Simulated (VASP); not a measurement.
# Li2O (Fm-3m) in VASP: a series of runs

Runs on Li2O. Level: PBE. Tasks: single point, relaxation of cell and atoms.

Program: VASP 6.6.1. These are calculated values, not measurements. Logs are shortened: lines on timing, memory, paths and dates and some standing lists are left out, and cuts for length are marked.

### 1 The crystal as given

The structure is cubic, space group Fm-3m (No. 225). Conventional cell: a = 4.626 Å, b = 4.626 Å, c = 4.626 Å, α = 90.00°, β = 90.00°, γ = 90.00°. Around Li (site symmetry -43m) lie 4 O at 2.00 Å. O (site symmetry m-3m) has 8 Li at 2.00 Å as nearest neighbours.

### 2 Single point, PBE

Input file INCAR:

```
PREC = Accurate ; ENCUT = 520
EDIFF = 1E-7 ; ISMEAR = 0
SIGMA = 0.02 ; LREAL = F
LASPH = T ; NELM = 100
ALGO = Fast ; ISIF = 2
LWAVE = F ; LCHARG = T
GGA = PE ; LELF = T
LVHAR = T ; NBANDS = 13
```

Input file KPOINTS:

```
Automatic mesh
0
Gamma
  8 8 8
```

Input file POSCAR:

```
Li2O
1.0
    0.0000000000      2.3130253907      2.3130253907
    2.3130253907      0.0000000000      2.3130253907
    2.3130253907      2.3130253907      0.0000000000
Li O
2 1
Direct
    0.2500000000      0.2500000000      0.2500000000
    0.7500000000      0.7500000000      0.7500000000
    0.0000000000      0.0000000000      0.0000000000
```

Potentials or basis: VASP PAW PBE potentials, release 64 (Li_sv, O).

Started as:

```sh
> cat potpaw_PBE.64/Li_sv/POTCAR potpaw_PBE.64/O/POTCAR > POTCAR
> mpirun -np 1 vasp_std > vasp.out
```

OUTCAR:

```text
PREC = Accurate
   ENCUT = 520
   EDIFF = 1E-7
   ISMEAR = 0
   LREAL = F
   LASPH = T
   NELM = 100
   ISIF = 2
   GGA = PE

 ion  position               nearest neighbor table
   1  0.250  0.250  0.250-   3 2.00   3 2.00   3 2.00   3 2.00   2 2.31   2 2.31   2 2.31   2 2.31
                             2 2.31   2 2.31
   2  0.750  0.750  0.750-   3 2.00   3 2.00   3 2.00   3 2.00   1 2.31   1 2.31   1 2.31   1 2.31
                             1 2.31   1 2.31
   3  0.000  0.000  0.000-   2 2.00   2 2.00   2 2.00   1 2.00   2 2.00   1 2.00   1 2.00   1 2.00

  LATTYP: Found a face centered cubic cell.
 ALAT       =     4.6260507814

  Lattice vectors:

 A1 = (   0.0000000000,   2.3130253907,   2.3130253907)
 A2 = (   2.3130253907,   0.0000000000,   2.3130253907)
 A3 = (   2.3130253907,   2.3130253907,   0.0000000000)

Analysis of symmetry for initial positions (statically):
=====================================================================
 Subroutine PRICEL returns:
 Original cell was already a primitive cell.

 Routine SETGRP: Setting up the symmetry group for a
 face centered cubic supercell.

 Subroutine GETGRP returns: Found 48 space group operations
 (whereof 48 operations were pure point group operations)
 out of a pool of 48 trial point group operations.

The static configuration has the point symmetry O_h .

Analysis of symmetry for dynamics (positions and initial velocities):
=====================================================================
 Subroutine PRICEL returns:
 Original cell was already a primitive cell.

 Routine SETGRP: Setting up the symmetry group for a
 face centered cubic supercell.

 Subroutine GETGRP returns: Found 48 space group operations
 (whereof 48 operations were pure point group operations)
 out of a pool of 48 trial point group operations.

The dynamic configuration has the point symmetry O_h .

 Subroutine INISYM returns: Found 48 space group operations
 (whereof 48 operations are pure point group operations),
 and found     1 'primitive' translations

----------------------------------------------------------------------------------------

                                     Primitive cell

  volume of cell :      24.7498

  direct lattice vectors                    reciprocal lattice vectors
     0.000000000  2.313025391  2.313025391    -0.216167104  0.216167104  0.216167104
     2.313025391  0.000000000  2.313025391     0.216167104 -0.216167104  0.216167104
     2.313025391  2.313025391  0.000000000     0.216167104  0.216167104 -0.216167104

  length of vectors
     3.271111878  3.271111878  3.271111878     0.374412407  0.374412407  0.374412407

  position of ions in fractional coordinates (direct lattice)
     0.250000000  0.250000000  0.250000000
     0.750000000  0.750000000  0.750000000
     0.000000000  0.000000000  0.000000000

  ion indices of the primitive-cell ions
   primitive index   ion index
                 1           1
                 2           2
                 3           3

----------------------------------------------------------------------------------------

 KPOINTS: Automatic mesh

Automatic generation of k-mesh.
 Grid dimensions read from file:
 generate k-points for:    8    8    8

 Generating k-lattice:

  Cartesian coordinates                     Fractional coordinates (reciprocal lattice)
    -0.027020888  0.027020888  0.027020888     0.125000000  0.000000000  0.000000000
     0.027020888 -0.027020888  0.027020888     0.000000000  0.125000000  0.000000000
     0.027020888  0.027020888 -0.027020888     0.000000000  0.000000000  0.125000000

  Length of vectors
     0.046801551  0.046801551  0.046801551

  Shift w.r.t. Gamma in fractional coordinates (k-lattice)
     0.000000000  0.000000000  0.000000000

 Subroutine IBZKPT returns following result:
 ===========================================

 Found     29 irreducible k-points:

 Following reciprocal coordinates:
            Coordinates               Weight
  0.000000  0.000000  0.000000      1.000000
  0.125000  0.000000  0.000000      8.000000
  0.250000  0.000000  0.000000      8.000000
  0.375000  0.000000  0.000000      8.000000
  0.500000  0.000000  0.000000      4.000000
  0.125000  0.125000  0.000000      6.000000
[... 16 lines left out ...]
  0.500000  0.250000  0.125000     48.000000
 -0.375000  0.250000  0.125000     24.000000
 [... further k-points ...]
   k-points           NKPTS =     29   k-points in BZ     NKDIM =     29   number of bands    NBANDS=     13
   number of dos      NEDOS =    301   number of ions     NIONS =      3
   total plane-waves  NPLWV =  13824
   dimension x,y,z NGX =    24 NGY =   24 NGZ =   24
   dimension x,y,z NGXF=    48 NGYF=   48 NGZF=   48
   ions per type =               2   1
   NGX,Y,Z   is equivalent  to a cutoff of  12.20, 12.20, 12.20 a.u.
   NGXF,Y,Z  is equivalent  to a cutoff of  24.39, 24.39, 24.39 a.u.
 SYSTEM =  unknown system
   PREC   = accura    normal or accurate (medium, high low for compatibility)
   ISTART =      0    job   : 0-new  1-cont  2-samecut
   ICHARG =      2    charge: 1-file 2-atom 10-const
   ISPIN  =      1    spin polarized calculation?
   LNONCOLLINEAR =      F non collinear calculations
   LSORBIT =      F    spin-orbit coupling
   LASPH  =      T    aspherical Exc in radial PAW
   ENCUT  =  520.0 eV  38.22 Ry    6.18 a.u.   6.08  6.08  6.08*2*pi/ulx,y,z
   NELM   =    100;   NELMIN=  2; NELMDL= -5     # of ELM steps
   EDIFF  = 0.1E-06   stopping-criterion for ELM
   LREAL  =      F    real-space projection
   EDIFFG = 0.1E-05   stopping-criterion for IOM
   NSW    =      0    number of steps for IOM
   IBRION =     -1    ionic relax: 0-MD 1-quasi-New 2-CG
   NFREE  =      0    steps in history (QN), initial steepest desc. (CG)
   ISIF   =      2    stress and relaxation
   ISYM   =      2    0-nonsym 1-usesym 2-fastsym
   POTIM  = 0.5000    time-step for ionic-motion
   TEBEG  =    0.0;   TEEND  =   0.0 temperature during run
   PSTRESS=    0.0 pullay stress
   NELECT =      12.0000    total number of electrons
   NUPDOWN=      -1.0000    fix difference up-down
   EMIN   =  10.00;   EMAX   =-10.00  energy-range for DOS
   EFERMI =   0.00;   METHOD = LEGACY
   ISMEAR =     0;   SIGMA  =   0.02  broadening in eV -4-tet -1-fermi 0-gaus
   EFERMI_NEDOS =   21; number of points for ismear=-14 and -15
   IALGO  =     68    algorithm
   IMIX   =      4    mixing-type and parameters
     AMIX     =   0.40;   BMIX     =  1.00
     AMIX_MAG =   1.60;   BMIX_MAG =  1.00
  volume/ion in A,a.u.               =       8.25        55.67
  Fermi-wavevector in a.u.,A,eV,Ry     =   1.286110  2.430396 22.505117  1.654079
  Thomas-Fermi vector in A             =   2.418204
   LORBIT       =      0    0 simple, 1 ext, 2 COOP (PROOUT), +10 PAW based schemes
   GGA     = PE    functional components
   LHFCALC =     F    Hartree Fock is set to
   AEXX    =    0.0000 exact exchange contribution
   IVDW    =     0    specifies the selected vdW correction
   LEPSILON=     F    determine dielectric tensor
   LRPA    =     F    only Hartree local field effects (RPA)
 non-spin polarized calculation
 RMM-DIIS sequential band-by-band and
 Gauss-broadening in eV      SIGMA  =   0.02
  energy-cutoff  :      520.00
  volume of cell :       24.75
 maximum number of plane-waves:       684
   NGX = 13   NGY = 13   NGZ = 13

 number of electron      11.9999975 magnetization

 Free energy of the ion-electron system (eV)
  ---------------------------------------------------
  ext. energy  EPLUGINS =         0.00000000
  ---------------------------------------------------
  free energy    TOTEN  =       -14.34725165 eV

  energy without entropy =      -14.34725165  energy(sigma->0) =      -14.34725165

 E-fermi :   1.4536     XC(G=0):  -9.7341

 val. band max:        1.3188335664   @ k =   0.0000   0.0000   0.0000
 cond. band min:       6.2827970005   @ k =   0.5000   0.5000   0.0000
 fundamental gap:      4.9639634341
 Fermi energy:         1.4536054470

 k-point     1 :       0.0000    0.0000    0.0000
  band No.  band energies     occupation
      1     -41.6835      2.00000
      2     -41.3574      2.00000
      3     -14.1224      2.00000
      4       1.3188      2.00000
      5       1.3188      2.00000
      6       1.3188      2.00000
      7       6.5639      0.00000
      8      13.2266      0.00000
      9      13.2266      0.00000
     10      13.2266      0.00000
     11      20.2684      0.00000
     12      20.2684      0.00000
     13      20.2684      0.00000

 k-point     2 :       0.1250    0.0000    0.0000
  band No.  band energies     occupation
      1     -41.6691      2.00000
      2     -41.3682      2.00000
      3     -14.0927      2.00000
      4       0.8101      2.00000
      5       1.2473      2.00000
      6       1.2473      2.00000
      7       6.9820      0.00000
      8      13.2427      0.00000
      9      13.4407      0.00000
     10      13.4407      0.00000
     11      18.9250      0.00000
     12      18.9250      0.00000
     13      20.7783      0.00000

 k-point     3 :       0.2500    0.0000    0.0000
  band No.  band energies     occupation
      1     -41.6291      2.00000
      2     -41.3993      2.00000
      3     -14.0164      2.00000
      4      -0.2262      2.00000
      5       1.0846      2.00000
      6       1.0846      2.00000
      7       7.9787      0.00000
      8      13.0129      0.00000
      9      13.6980      0.00000
     10      13.6980      0.00000
     11      18.0723      0.00000
     12      18.0723      0.00000
     13      22.0458      0.00000

 k-point     4 :       0.3750    0.0000    0.0000
  band No.  band energies     occupation
      1     -41.5719      2.00000
      2     -41.4476      2.00000
      3     -13.9346      2.00000
      4      -1.1043      2.00000
      5       0.9346      2.00000
      6       0.9346      2.00000
      7       9.2887      0.00000
      8      12.1808      0.00000
      9      13.5163      0.00000
     10      13.5163      0.00000
     11      18.5742      0.00000
     12      18.5742      0.00000
     13      23.4196      0.00000

 k-point     5 :       0.5000    0.0000    0.0000
  band No.  band energies     occupation
      1     -41.5084      2.00000
      2     -41.5073      2.00000
      3     -13.8985      2.00000
      4      -1.4376      2.00000
      5       0.8757      2.00000
      6       0.8757      2.00000
      7      10.5010      0.00000
      8      11.0986      0.00000
      9      13.3527      0.00000
     10      13.3527      0.00000
     11      19.1045      0.00000
     12      19.1045      0.00000
     13      24.0662      0.00000
[... 257 lines left out ...]
 k-point    22 :       0.3750    0.2500    0.1250
  band No.  band energies     occupation
      1     -41.6029      2.00000
      2     -41.4186      2.00000
      3     -13.9628      2.00000
      4      -0.3283      2.00000
      5       0.4693      2.00000
      6       0.8965      2.00000
      7       8.0587      0.00000
      8      12.7865      0.00000
      9      14.0577      0.00000
     10      15.2973      0.00000
     11      15.3783      0.00000
     12      21.2121      0.00000
     13      23.5422      0.00000

 k-point    23 :       0.5000    0.2500    0.1250
  band No.  band energies     occupation
      1     -41.5568      2.00000
      2     -41.4573      2.00000
      3     -13.8980      2.00000
      4      -0.8834      2.00000
      5       0.2955      2.00000
      6       0.6802      2.00000
      7       8.7684      0.00000
      8      12.0098      0.00000
      9      14.3617      0.00000
     10      14.8185      0.00000
     11      17.0549      0.00000
     12      20.5609      0.00000
     13      23.7285      0.00000

 k-point    24 :      -0.3750    0.2500    0.1250
  band No.  band energies     occupation
      1     -41.5058      2.00000
      2     -41.5053      2.00000
      3     -13.8700      2.00000
      4      -1.1262      2.00000
      5       0.3200      2.00000
      6       0.5163      2.00000
      7       9.2500      0.00000
      8      11.5359      0.00000
      9      14.3432      0.00000
     10      14.6934      0.00000
     11      18.8053      0.00000
     12      19.1705      0.00000
     13      24.2611      0.00000

 [... further k-points ...]

------------------------ aborting loop because EDIFF is reached ----------------------------------------

  FORCE on cell =-STRESS in cart. coord.  units (eV):
  Direction    XX          YY          ZZ          XY          YZ          ZX
  --------------------------------------------------------------------------------------
  -------------------------------------------------------------------------------------
  Total       -0.0001331     -0.0001331     -0.0001331      0.0000000      0.0000000     -0.0000000
  in kB       -0.0086172     -0.0086172     -0.0086172      0.0000000      0.0000000     -0.0000000
  external PRESSURE =      -0.0086172 kB  Pullay stress =       0.0000000 kB

 VOLUME and BASIS-vectors are now :
 -----------------------------------------------------------------------------
  energy-cutoff  :      520.00
  volume of cell :       24.75
      direct lattice vectors                 reciprocal lattice vectors
     0.000000000  2.313025391  2.313025391    -0.216167104  0.216167104  0.216167104
     2.313025391  0.000000000  2.313025391     0.216167104 -0.216167104  0.216167104
     2.313025391  2.313025391  0.000000000     0.216167104  0.216167104 -0.216167104

 POSITION                                       TOTAL-FORCE (eV/Angst)
 -----------------------------------------------------------------------------------
      1.15651      1.15651      1.15651        -0.000000     -0.000000      0.000000
      3.46954      3.46954      3.46954         0.000000      0.000000     -0.000000
      0.00000      0.00000      0.00000        -0.000000      0.000000      0.000000
 -----------------------------------------------------------------------------------
    total drift:                               -0.000000      0.000000      0.000000

  FREE ENERGIE OF THE ION-ELECTRON SYSTEM (eV)
  ---------------------------------------------------
  free  energy   TOTEN  =       -14.3472516451 eV

  energy  without entropy=      -14.3472516451  energy(sigma->0) =      -14.34725165
```

Wall time 7.5 s (1 thread of Intel Xeon Platinum 8488C (Sapphire Rapids), shared host); peak memory 0.13 GiB.

Results:

```
Free energy            : -14.3473 eV
Band gap on the k mesh : 4.96 eV, indirect (least direct gap 5.25 eV)
```

Caveat: the cutoff is under 1.25 times the usual one of these potentials, so pressure, stress and relaxed cells hold a basis-set (Pulay) error.

### 3 Relaxation of cell and atoms, PBE

This run uses another cell than the first one, of 8.16 Å³/atom, 0.990 times its volume.

Input file INCAR:

```
SYSTEM = Li2O
  PREC = Accurate
  ENCUT = 600
  EDIFF = 1E-7
  ISMEAR = 0
  SIGMA = 0.02
  LREAL = .False.
  LASPH = .True.
  NELM = 100
  ALGO = Fast
  ISIF = 3
  LWAVE = .False.
  LCHARG = .False.
  GGA = PE
  IBRION = 2
  NSW = 80
  EDIFFG = -0.005
```

Input file KPOINTS:

```
Automatic mesh
0
Gamma
  8 8 8
  0 0 0
```

Input file POSCAR:

```
Li2O
1.0
    0.0000000000      2.3050000000      2.3050000000
    2.3050000000      0.0000000000      2.3050000000
    2.3050000000      2.3050000000      0.0000000000
Li O
2 1
Direct
    0.2500000000      0.2500000000      0.2500000000
    0.7500000000      0.7500000000      0.7500000000
    0.0000000000      0.0000000000      0.0000000000
```

Potentials or basis: VASP PAW PBE potentials, release 64 (Li_sv, O).

Started as:

```sh
> cat potpaw_PBE.64/Li_sv/POTCAR potpaw_PBE.64/O/POTCAR > POTCAR
> mpirun -np 1 vasp_std > vasp.out
```

Run time: 21 s. Hardware: 1 thread of Intel Xeon Platinum 8488C (Sapphire Rapids), shared host; peak memory 0.15 GiB.

Results (log left out):

```
Free energy                            : -14.3493 eV
Relaxed volume                         : 8.22 Å³/atom
Relaxed cell                           : a = 3.267 Å, b = 3.267 Å, c = 3.267 Å, α = 60.00°, β = 60.00°, γ = 60.00°
Space group after relaxing (to 0.05 Å) : Fm-3m (No. 225)
Energy gained by relaxing              : 0.1 meV/atom
Ionic steps                            : 3
Pressure after relaxing                : 0.0 GPa
Band gap on the k mesh                 : 4.97 eV, indirect (least direct gap 5.27 eV)
```

Step by step:
```csv
step,energy change (eV),largest force (eV/Å),pressure (GPa),volume (Å³)
1,0.0000,0.0000,0.55,24.49
2,-0.0002,0.0000,0.22,24.59
3,-0.0003,0.0000,0.01,24.66
```

Final structure:
```
Li O
1.0
     0.00000    2.31016    2.31016
     2.31016    0.00000    2.31016
     2.31016    2.31016    0.00000
Li O
2 1
Direct
  0.25000 0.25000 0.25000
  0.75000 0.75000 0.75000
  0.00000 0.00000 0.00000
```

Levels at points of the mesh, in eV from the valence-band top:
```csv
k point,band 2,band 3,band 4,band 5,band 6,band 7,band 8,band 9,band 10
"(0.00, 0.00, 0.00)",-42.66,-15.45,0.00,0.00,0.00,5.27,11.93,11.93,11.93
"(0.50, 0.00, 0.00)",-42.81,-15.22,-2.76,-0.44,-0.44,9.21,9.82,12.06,12.06
"(0.50, 0.50, 0.00)",-42.75,-15.18,-1.59,-1.38,-1.38,4.97,13.53,13.53,14.72
```

Caveat: the cutoff is under 1.25 times the usual one of these potentials, so pressure, stress and relaxed cells hold a basis-set (Pulay) error. A k mesh can miss the band edges.
